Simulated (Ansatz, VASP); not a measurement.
Two plane-wave programs on GaAs

The input INCAR:

```
SYSTEM = GaAs
PREC = Accurate
ENCUT = 600
EDIFF = 1E-6
ISMEAR = 0
SIGMA = 0.1
LREAL = .FALSE.
LASPH = .TRUE.
NELM = 100
ALGO = Normal
ISIF = 3
LWAVE = .FALSE.
LCHARG = .FALSE.
IBRION = 2
NSW = 100
EDIFFG = -0.002
```

File KPOINTS:

```
Automatic mesh
0
G
  12 12 12
  0 0 0
```

The input POSCAR:

```
GaAs
1.0
    0.0000000000      2.8750910500      2.8750910500
    2.8750910500      0.0000000000      2.8750910500
    2.8750910500      2.8750910500      0.0000000000
Ga As
1 1
Direct
    0.0000000000      0.0000000000      0.0000000000
    0.7500000000      0.7500000000      0.7500000000
```

Input for Ansatz:

```yaml
crystal:
  lattice:
    - [0.0, 2.87509105, 2.87509105]
    - [2.87509105, 0.0, 2.87509105]
    - [2.87509105, 2.87509105, 0.0]
  atoms:
    - { symbol: Ga, position: [0.0, 0.0, 0.0] }
    - { symbol: As, position: [0.75, 0.75, 0.75] }
basis:
  ecutwfc: 420
kpoints:
  mp_grid: { grid: [12, 12, 12] }
hamiltonian:
  xc: lda
scf:
  occupations: { method: gaussian, width: 0.1 }
output:
  forces: true
  stress: true
  eigenvalues: true
relax:
  adjacent_minimum: "off"
  f_tol: 0.002
  max_steps: 80
  cell: { stress_tol: 0.02 }
```

The cell is a database's computed one.

Alike in both runs: task relaxation of cell and atoms; functional LDA; k mesh 12 × 12 × 12; occupations gaussian, width 0.1 eV; no spin polarisation.

|  | VASP | Ansatz |
| --- | --- | --- |
| version | VASP 6.6.1 | Ansatz 0.2.0 |
| potentials or method | VASP PAW LDA potentials, release 64 (Ga_d, As) | scalar-relativistic, plane waves, PAW |
| plane-wave cutoff (eV) | 600 | 420 |
| valence electrons in the cell | 18 | 28 |

|  | VASP | Ansatz | Ansatz less VASP |
| --- | --- | --- | --- |
| gap on the k mesh at the Fermi level, each at its own relaxed structure (eV) | 0.50 | 0.49 | -0.016 |
| relaxed volume (Å³/atom) | 22.09 | 21.99 | -0.095 |
| relaxed cell length with the largest relative difference (Å) | 3.968 | 3.962 | -0.0057 |
| energy change over the relaxation (meV/atom) | -26 | -29 | -2.7 |

The two sets of potentials don't hold the same shells in valence.

A k mesh can miss the band edges.
